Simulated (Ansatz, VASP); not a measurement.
**CdF2 in VASP and in Ansatz**

INCAR

```
PREC     = Accurate       # precision mode
ENCUT    = 600            # plane-wave cutoff, eV
EDIFF    = 1E-6           # SCF threshold, eV
ISMEAR   = 0              # smearing method
SIGMA    = 0.02           # smearing width, eV
LREAL    = F              # projectors in reciprocal space
LASPH    = T              # aspherical terms in the spheres
NELM     = 60             # most SCF steps
ALGO     = Fast           # electronic algorithm
ISIF     = 3              # what is computed and relaxed
LWAVE    = F              # write WAVECAR
LCHARG   = F              # write CHGCAR
IBRION   = 2              # ionic algorithm
NSW      = 100            # ionic steps
EDIFFG   = -0.005         # ionic threshold
```

File KPOINTS:

```
Automatic mesh
0
Gamma
  8 8 8
```

Contents of POSCAR:

```
CdF2
1.0
    0.0000000000      2.6940000000      2.6940000000
    2.6940000000      0.0000000000      2.6940000000
    2.6940000000      2.6940000000      0.0000000000
Cd F
1 2
Direct
    0.0000000000      0.0000000000      0.0000000000
    0.2500000000      0.2500000000      0.2500000000
    0.7500000000      0.7500000000      0.7500000000
```

Input for Ansatz:

```yaml
crystal:
  lattice:
    - [0.0, 2.694, 2.694]
    - [2.694, 0.0, 2.694]
    - [2.694, 2.694, 0.0]
  atoms:
    - { symbol: Cd, position: [0.0, 0.0, 0.0] }
    - { symbol: F, position: [0.25, 0.25, 0.25] }
    - { symbol: F, position: [0.75, 0.75, 0.75] }
basis:
  ecutwfc: 420
kpoints:
  mp_grid: { grid: [8, 8, 8] }
hamiltonian:
  xc: lda
scf:
  occupations: { method: gaussian, width: 0.02 }
output:
  forces: true
  stress: true
  eigenvalues: true
relax:
  adjacent_minimum: "off"
  f_tol: 0.005
  max_steps: 80
  cell: { stress_tol: 0.05 }
```

Alike in both runs: task relaxation of cell and atoms; functional LDA; k mesh 8 × 8 × 8; occupations gaussian, width 0.02 eV; no spin polarisation.

|  | VASP | Ansatz |
| --- | --- | --- |
| version | VASP 6.6.1 | Ansatz 0.2.0 |
| potentials or method | VASP PAW LDA potentials, release 64 (Cd, F) | scalar-relativistic, plane waves, PAW |
| plane-wave cutoff (eV) | 600 | 420 |
| valence electrons in the cell | 26 | 34 |

Ansatz gave:

| Item | Value |
| --- | --- |
| gap on the k mesh at the Fermi level, each at its own relaxed structure (eV) | 2.99 |
| relaxed volume (Å³/atom) | 12.39 |
| relaxed cell length with the largest relative difference (Å) | 3.746 |
| energy change over the relaxation (meV/atom) | -12 |

Q: Which values does VASP return?

A: gap on the k mesh at the Fermi level, each at its own relaxed structure (eV): 2.95; relaxed volume (Å³/atom): 12.49; relaxed cell length with the largest relative difference (Å): 3.756; energy change over the relaxation (meV/atom): -9.

The two sets of potentials don't hold the same shells in valence.

A k mesh can miss the band edges. LDA gaps usually lie below the measured ones, often by a third to a half. LDA usually gives volumes a few per cent too small.
